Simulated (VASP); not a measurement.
Al2O3:

```
Al O
1.0
     4.61378    0.00000    0.00000
     0.00000    9.56328    0.00000
     0.00000    0.00000    3.11986
Al O
4 6
Direct
  0.98298 0.82457 0.00000
  0.01702 0.17543 0.00000
  0.48297 0.67543 0.50000
  0.51702 0.32457 0.50000
  0.50000 0.50000 0.50000
  0.12363 0.75305 0.50000
  0.37637 0.25305 0.00000
  0.62364 0.74695 0.00000
  0.00000 0.00000 0.00000
  0.87636 0.24695 0.50000
```

Measurements of this composition are mostly on another form, of space group No. 167.

Base run:

- Program: VASP 6.6.1
- Functional: AM05
- Potentials or basis: VASP PAW PBE potentials, release 64 (Al, O)
- Cutoff: 520 eV
- k mesh: 5 × 3 × 7
- Occupations: fermi-dirac, width 0.05 eV
- Spin: no spin polarisation

Its results: band gap on the k mesh 3.57 eV, direct.

Problem. The run is repeated on the same cell with these changes: functional from AM05 to PBE; cutoff from 520 eV to 900 eV; further incar settings from ALGO = Normal; EDIFF = 1e-07; NBANDS = 35 to ALGO = Normal; EDIFF = 1e-06; NBANDS = 35. What comes out?

Solution. Band gap on the k mesh 3.51 eV, direct.
